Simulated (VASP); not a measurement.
# MoS2 (R-3m) in VASP: further runs

One crystal, MoS2, is run at these levels: PBE, PBE0; tasks: single point.

Everything below comes from runs of VASP 6.6.1. Logs are shortened: lines on timing, memory, paths and dates and some standing lists are left out, and cuts for length are marked.

## 1. The crystal as given

It takes space group R-3m (No. 166, trigonal). Conventional cell: a = 3.171 Å, b = 3.171 Å, c = 18.345 Å, α = 90.00°, β = 90.00°, γ = 120.00°. Mo (site symmetry -3m) has 6 S at 2.39 Å as nearest neighbours. S (site symmetry 3m) has 3 Mo at 2.39 Å as nearest neighbours.

Measurements of this composition are mostly on another form, of space group No. 194.

## 2. Single point, PBE, spin-orbit coupling, no magnetisation

INCAR reads:

```
PREC = Accurate
ENCUT = 400
EDIFF = 1E-7
ISMEAR = 0
SIGMA = 0.02
LREAL = F
LASPH = T
NELM = 100
ALGO = Normal
ISIF = 2
LWAVE = F
LCHARG = F
MAGMOM = 0 0 0 0 0 0 0 0 0
LORBIT = 11
LSORBIT = T
GGA_COMPAT = F
LMAXMIX = 4
GGA = PE
NBANDS = 42
```

KPOINTS reads:

```
regular mesh
0
Gamma
  7 7 7
```

POSCAR reads:

```
MoS2
1.0
    1.5855000000      0.9153888518      6.1149966667
   -1.5855000000      0.9153888518      6.1149966667
    0.0000000000     -1.8307777036      6.1149966667
Mo S
1 2
Direct
    0.0000000000      0.0000000000      0.0000000000
    0.2500000000      0.2500000000      0.2500000000
    0.7500000000      0.7500000000      0.7500000000
```

Potentials or basis: VASP PAW PBE potentials, release 64 (Mo_sv, S).

Command:

```bash
$ cat potpaw_PBE.64/Mo_sv/POTCAR potpaw_PBE.64/S/POTCAR > POTCAR
$ mpirun -np 1 vasp_ncl > vasp.out
```

OUTCAR:

```text
PREC = Accurate
   ENCUT = 400
   EDIFF = 1E-7
   ISMEAR = 0
   LREAL = F
   LASPH = T
   NELM = 100
   ISIF = 2
   LORBIT = 11
   LSORBIT = T
   GGA = PE

 Found     44 irreducible k-points:

 Following reciprocal coordinates:
            Coordinates               Weight
  0.000000  0.000000  0.000000      1.000000
  0.142857  0.000000  0.000000      6.000000
  0.285714  0.000000  0.000000      6.000000
  0.428571 -0.000000  0.000000      6.000000
  0.142857  0.142857  0.000000      6.000000
  0.285714  0.142857  0.000000     12.000000
   k-points           NKPTS =     44   k-points in BZ     NKDIM =     44   number of bands    NBANDS=     42
   number of dos      NEDOS =    301   number of ions     NIONS =      3
   total plane-waves  NPLWV =  74088
   dimension x,y,z NGX =    42 NGY =   42 NGZ =   42
   dimension x,y,z NGXF=    84 NGYF=   84 NGZF=   84
   ions per type =               1   2
   NGX,Y,Z   is equivalent  to a cutoff of  10.94, 10.94, 10.94 a.u.
   NGXF,Y,Z  is equivalent  to a cutoff of  21.88, 21.88, 21.88 a.u.
 SYSTEM =  unknown system
   PREC   = accura    normal or accurate (medium, high low for compatibility)
   ISTART =      0    job   : 0-new  1-cont  2-samecut
   ICHARG =      2    charge: 1-file 2-atom 10-const
   ISPIN  =      1    spin polarized calculation?
   LNONCOLLINEAR =      T non collinear calculations
   LSORBIT =      T    spin-orbit coupling
   LASPH  =      T    aspherical Exc in radial PAW
   ENCUT  =  400.0 eV  29.40 Ry    5.42 a.u.  10.41 10.41 10.41*2*pi/ulx,y,z
   NELM   =    100;   NELMIN=  2; NELMDL= -5     # of ELM steps
   EDIFF  = 0.1E-06   stopping-criterion for ELM
   LREAL  =      F    real-space projection
[... 7 lines left out ...]
   TEBEG  =    0.0;   TEEND  =   0.0 temperature during run
   PSTRESS=    0.0 pullay stress
   NELECT =      26.0000    total number of electrons
   NUPDOWN=      -1.0000    fix difference up-down
   EMIN   =  10.00;   EMAX   =-10.00  energy-range for DOS
   EFERMI =   0.00;   METHOD = LEGACY
   ISMEAR =     0;   SIGMA  =   0.02  broadening in eV -4-tet -1-fermi 0-gaus
   EFERMI_NEDOS =   21; number of points for ismear=-14 and -15
   IALGO  =     38    algorithm
   IMIX   =      4    mixing-type and parameters
     AMIX     =   0.40;   BMIX     =  1.00
     AMIX_MAG =   1.60;   BMIX_MAG =  1.00
  volume/ion in A,a.u.               =      17.75       119.78
  Fermi-wavevector in a.u.,A,eV,Ry     =   1.289118  2.436081 22.610522  1.661826
  Thomas-Fermi vector in A             =   2.421031
   LORBIT       =     11    0 simple, 1 ext, 2 COOP (PROOUT), +10 PAW based schemes
   GGA     = PE    functional components
   LHFCALC =     F    Hartree Fock is set to
   AEXX    =    0.0000 exact exchange contribution
   IVDW    =     0    specifies the selected vdW correction
   LEPSILON=     F    determine dielectric tensor
   LRPA    =     F    only Hartree local field effects (RPA)
 Gauss-broadening in eV      SIGMA  =   0.02
  energy-cutoff  :      400.00
  volume of cell :       53.25
 maximum number of plane-waves:      1958
 NGX is ok and might be reduce to    42
   NGX = 21   NGY = 21   NGZ = 21

 number of electron      26.0000000 magnetization       0.0000000      0.0000000      0.0000000

 number of electron      25.9999995 magnetization      -0.0000000     -0.0000000     -0.0000000

 number of electron      25.9999995 magnetization       0.0000000     -0.0000000      0.0000000

 number of electron      25.9999995 magnetization       0.0000000     -0.0000000     -0.0000000

 Free energy of the ion-electron system (eV)
  ---------------------------------------------------
  ext. energy  EPLUGINS =         0.00000000
  ---------------------------------------------------
  free energy    TOTEN  =       -21.02857626 eV

  energy without entropy =      -21.02821083  energy(sigma->0) =      -21.02839354

 E-fermi :   7.9019     XC(G=0): -10.8252

 val. band max:        7.8961121987   @ k =   0.1429   0.0000   0.0000
 cond. band min:       7.9215844602   @ k =  -0.2857   0.2857   0.0000
 fundamental gap:      0.0254722615
 Fermi energy:         7.9019050381

 k-point     1 :       0.0000    0.0000    0.0000
  band No.  band energies     occupation
      1     -54.0292      1.00000
      2     -54.0292      1.00000
      3     -29.6867      1.00000
      4     -29.6867      1.00000
      5     -27.2964      1.00000
      6     -27.2964      1.00000
[... 30 lines left out ...]
     37      14.5507      0.00000
     38      14.5507      0.00000

 k-point     2 :       0.1429    0.0000    0.0000
  band No.  band energies     occupation
      1     -54.0216      1.00000
      2     -54.0216      1.00000
      3     -29.7085      1.00000
      4     -29.7085      1.00000
      5     -27.3110      1.00000
      6     -27.3110      1.00000
[... 30 lines left out ...]
     37      15.4464      0.00000
     38      15.4464      0.00000

 k-point     3 :       0.2857    0.0000    0.0000
  band No.  band energies     occupation
      1     -54.0046      1.00000
      2     -54.0046      1.00000
      3     -29.7607      1.00000
      4     -29.7607      1.00000
      5     -27.4134      1.00000
      6     -27.4134      1.00000
[... 30 lines left out ...]
     37      15.5407      0.00000
     38      15.5407      0.00000

 k-point     4 :       0.4286   -0.0000    0.0000
  band No.  band energies     occupation
      1     -53.9909      1.00000
      2     -53.9909      1.00000
      3     -29.8057      1.00000
      4     -29.8057      1.00000
      5     -27.5047      1.00000
      6     -27.5047      1.00000
[... 30 lines left out ...]
     37      15.1001      0.00000
     38      15.1001      0.00000

 k-point     5 :       0.1429    0.1429    0.0000
  band No.  band energies     occupation
      1     -54.0216      1.00000
      2     -54.0216      1.00000
      3     -29.7084      1.00000
      4     -29.7084      1.00000
      5     -27.3109      1.00000
      6     -27.3109      1.00000
[... 30 lines left out ...]
     37      15.5552      0.00000
     38      15.5552      0.00000

 k-point     6 :       0.2857    0.1429    0.0000
  band No.  band energies     occupation
      1     -54.0093      1.00000
      2     -54.0093      1.00000
      3     -29.7455      1.00000
      4     -29.7455      1.00000
      5     -27.3759      1.00000
      6     -27.3759      1.00000
[... 30 lines left out ...]
     37      16.3392      0.00000
     38      16.3392      0.00000

 [... further k-points ...]

 [bands above 38 left out]

------------------------ aborting loop because EDIFF is reached ----------------------------------------

  FORCE on cell =-STRESS in cart. coord.  units (eV):
  Direction    XX          YY          ZZ          XY          YZ          ZX
  --------------------------------------------------------------------------------------
  -------------------------------------------------------------------------------------
  Total        2.1147354      2.1147354      3.4990262      0.0000000      0.0000000      0.0000000
  in kB       63.6278527     63.6278527    105.2781969      0.0000000      0.0000000      0.0000000
  external PRESSURE =      77.5113008 kB  Pullay stress =       0.0000000 kB

 VOLUME and BASIS-vectors are now :
 -----------------------------------------------------------------------------
  energy-cutoff  :      400.00
  volume of cell :       53.25
      direct lattice vectors                 reciprocal lattice vectors
     1.585500000  0.915388852  6.114996667     0.315357931  0.182071986  0.054510796
    -1.585500000  0.915388852  6.114996667    -0.315357931  0.182071986  0.054510796
     0.000000000 -1.830777704  6.114996667     0.000000000 -0.364143973  0.054510796

 POSITION                                       TOTAL-FORCE (eV/Angst)
 -----------------------------------------------------------------------------------
      0.00000      0.00000      0.00000        -0.000000      0.000000      0.000000
      0.00000      0.00000      4.58625         0.000000      0.000000     -1.028231
      0.00000      0.00000     13.75874         0.000000      0.000000      1.028231
 -----------------------------------------------------------------------------------
    total drift:                                0.000000      0.000000     -0.000000

  FREE ENERGIE OF THE ION-ELECTRON SYSTEM (eV)
  ---------------------------------------------------
  free  energy   TOTEN  =       -21.0285762566 eV

  energy  without entropy=      -21.0282108289  energy(sigma->0) =      -21.02839354

 Spin-Orbit-Coupling matrix elements

 Ion:    1  E_soc:     -0.1945515
 l=   1
     0.0000000    -0.0293624    -0.0292768
    -0.0293624     0.0000000    -0.0293624
    -0.0292768    -0.0293624     0.0000000
 l=   2
     0.0000000    -0.0005256     0.0000000    -0.0005256    -0.0028324
    -0.0005256     0.0000000    -0.0019832    -0.0003729    -0.0005256
     0.0000000    -0.0019832     0.0000000    -0.0019832     0.0000000
    -0.0005256    -0.0003729    -0.0019832     0.0000000    -0.0005256
    -0.0028324    -0.0005256     0.0000000    -0.0005256     0.0000000
 l=   3
     0.0000000     0.0000000     0.0000000     0.0000000     0.0000000     0.0000000     0.0000000
     0.0000000     0.0000000     0.0000000     0.0000000     0.0000000     0.0000000     0.0000000
     0.0000000     0.0000000     0.0000000     0.0000000     0.0000000     0.0000000     0.0000000
     0.0000000     0.0000000     0.0000000     0.0000000     0.0000000     0.0000000     0.0000000
     0.0000000     0.0000000     0.0000000     0.0000000     0.0000000     0.0000000     0.0000000
     0.0000000     0.0000000     0.0000000     0.0000000     0.0000000     0.0000000     0.0000000
     0.0000000     0.0000000     0.0000000     0.0000000     0.0000000     0.0000000     0.0000000

 Ion:    2  E_soc:     -0.0025027
 l=   1
     0.0000000    -0.0004202    -0.0004109
    -0.0004202     0.0000000    -0.0004202
    -0.0004109    -0.0004202     0.0000000
 l=   2
     0.0000000     0.0000000     0.0000000     0.0000000     0.0000000
     0.0000000     0.0000000     0.0000000     0.0000000     0.0000000
     0.0000000     0.0000000     0.0000000     0.0000000     0.0000000
     0.0000000     0.0000000     0.0000000     0.0000000     0.0000000
     0.0000000     0.0000000     0.0000000     0.0000000     0.0000000
 l=   3
     0.0000000     0.0000000     0.0000000     0.0000000     0.0000000     0.0000000     0.0000000
     0.0000000     0.0000000     0.0000000     0.0000000     0.0000000     0.0000000     0.0000000
     0.0000000     0.0000000     0.0000000     0.0000000     0.0000000     0.0000000     0.0000000
     0.0000000     0.0000000     0.0000000     0.0000000     0.0000000     0.0000000     0.0000000
     0.0000000     0.0000000     0.0000000     0.0000000     0.0000000     0.0000000     0.0000000
     0.0000000     0.0000000     0.0000000     0.0000000     0.0000000     0.0000000     0.0000000
     0.0000000     0.0000000     0.0000000     0.0000000     0.0000000     0.0000000     0.0000000

 Ion:    3  E_soc:     -0.0025027
 l=   1
     0.0000000    -0.0004202    -0.0004109
    -0.0004202     0.0000000    -0.0004202
    -0.0004109    -0.0004202     0.0000000
 l=   2
     0.0000000     0.0000000     0.0000000     0.0000000     0.0000000
     0.0000000     0.0000000     0.0000000     0.0000000     0.0000000
     0.0000000     0.0000000     0.0000000     0.0000000     0.0000000
     0.0000000     0.0000000     0.0000000     0.0000000     0.0000000
     0.0000000     0.0000000     0.0000000     0.0000000     0.0000000
 l=   3
     0.0000000     0.0000000     0.0000000     0.0000000     0.0000000     0.0000000     0.0000000
     0.0000000     0.0000000     0.0000000     0.0000000     0.0000000     0.0000000     0.0000000
     0.0000000     0.0000000     0.0000000     0.0000000     0.0000000     0.0000000     0.0000000
     0.0000000     0.0000000     0.0000000     0.0000000     0.0000000     0.0000000     0.0000000
     0.0000000     0.0000000     0.0000000     0.0000000     0.0000000     0.0000000     0.0000000
     0.0000000     0.0000000     0.0000000     0.0000000     0.0000000     0.0000000     0.0000000
     0.0000000     0.0000000     0.0000000     0.0000000     0.0000000     0.0000000     0.0000000

 total charge

# of ion       s       p       d       tot
------------------------------------------
    1        2.304   6.238   3.953  12.495
    2        1.367   2.346   0.000   3.713
    3        1.367   2.346   0.000   3.713
--------------------------------------------------
tot          5.039  10.929   3.953  19.921

 magnetization (x)

# of ion       s       p       d       tot
------------------------------------------
    1       -0.000  -0.000   0.000   0.000
    2        0.000   0.000   0.000   0.000
    3        0.000   0.000   0.000   0.000
--------------------------------------------------
tot         -0.000   0.000   0.000   0.000

 magnetization (y)

# of ion       s       p       d       tot
------------------------------------------
    1        0.000   0.000   0.000   0.000
    2        0.000   0.000   0.000   0.000
    3        0.000   0.000   0.000   0.000
--------------------------------------------------
tot          0.000   0.000   0.000   0.000

 magnetization (z)

# of ion       s       p       d       tot
------------------------------------------
    1        0.000   0.000   0.000   0.000
    2        0.000   0.000   0.000   0.000
    3        0.000   0.000   0.000   0.000
--------------------------------------------------
tot          0.000   0.000   0.000   0.000
```

It took 8 min on 1 thread of Intel Xeon Platinum 8559C (Emerald Rapids), shared host; peak memory 0.57 GiB.

The run converged, but some of its settings lie outside the range that counts as converged, so its numbers aren't taken as properties of the crystal.

Results:

```
Free energy                                           : -21.0286 eV
Pressure                                              : 7.8 GPa
Largest force                                         : 1.028 eV/Å
Valence electrons inside the program's atomic spheres : Mo 12.49; S 3.71
```

Caveat: the cell's inner coordinates are idealised or old, which leaves forces on the atoms.

(Part 1 of 3 ends here.)
